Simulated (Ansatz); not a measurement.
# Ti (Ti, bcc): the cost of one run

Program: Ansatz 0.2.0. Level of theory: DFT PBE, plane waves (420 eV) with PAW, scalar-relativistic. These are calculated values, not measurements.

**1. The structure to begin with**

It takes space group Im-3m (No. 229, cubic). The conventional cell has a = 3.281 Å, b = 3.281 Å, c = 3.281 Å, α = 90.00°, β = 90.00°, γ = 90.00°. Around Ti (site symmetry m-3m) lie 8 Ti at 2.84 Å.

Coordinates:

```xyz
1
Lattice="-1.6404 1.6404 1.6404 1.6404 -1.6404 1.6404 1.6404 1.6404 -1.6404" Properties=species:S:1:pos:R:3 pbc="T T T"
Ti    0.0000    0.0000    0.0000
```

Starting moments (μB): +1.

**2. Relaxation of the cell**

input.yaml

```yaml
crystal:
  lattice:
    - [-1.6404466475, 1.6404466475, 1.6404466475]
    - [1.6404466475, -1.6404466475, 1.6404466475]
    - [1.6404466475, 1.6404466475, -1.6404466475]
  atoms:
    - { symbol: Ti, position: [0.0, 0.0, 0.0], spin: 1.0 }
hamiltonian:
  xc: pbe
  pseudopotentials:
    kind: paw
    azcp:
      Ti: "pseudopotentials/Ti.paw.azcp"
basis:
  ecutwfc: 420
  fft_grid_basis: typed
kpoints:
  mp_grid: { grid: [13, 13, 13], shift: [0, 0, 0] }
magnetization:
  spin_polarized: true
scf:
  occupations: { method: fermi_dirac, width: 0.05 }
relax:
  max_steps: 60
  f_tol: 0.01
  cell: {}
```

Command:

```console
> ansatz run input.yaml --threads 2 --pin off --max-ram 6144MiB --backend cpu --events-out ev --progress --plain --runs-dir out
```

Q: Estimate wall time and peak memory on 2 threads of AMD EPYC, shared host.

About 18 s, with a peak of 0.4 GiB.
